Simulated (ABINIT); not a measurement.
Crystal: AlN.

```
Al N
1.0
     3.11300    0.00000    0.00000
    -1.55650    2.69594    0.00000
     0.00000    0.00000    4.98100
Al N
2 2
Direct
  0.66667 0.33333 0.50000
  0.33333 0.66667 0.00000
  0.66667 0.33333 0.88000
  0.33333 0.66667 0.38000
```

Base run:

| Item | Value |
| --- | --- |
| Program | ABINIT 10.8.3 (patched build) |
| Functional | PBE |
| Potentials or basis | PseudoDojo NC SR PBE v0.4.1 standard |
| Cutoff | 952 eV |
| k mesh | 6 × 6 × 4 |
| Occupations | fixed |
| Spin | no spin polarisation |

Its results: band gap on the k mesh 4.22 eV, direct; pressure 2.7 GPa; largest force 0.132 eV/Å.

**Question.** The run is repeated on the same cell with these changes: functional from PBE to HSE06. What comes out?

**Answer.** Band gap on the k mesh 5.58 eV, direct; pressure -1.4 GPa; largest force 0.128 eV/Å.

HSE06 gives the wider gap, since exact exchange removes part of the self-interaction.

Caveats: Libxc's HSE differs a little from that of other programs (some runs); the potentials were made for another functional, which shifts forces and pressure (some runs).

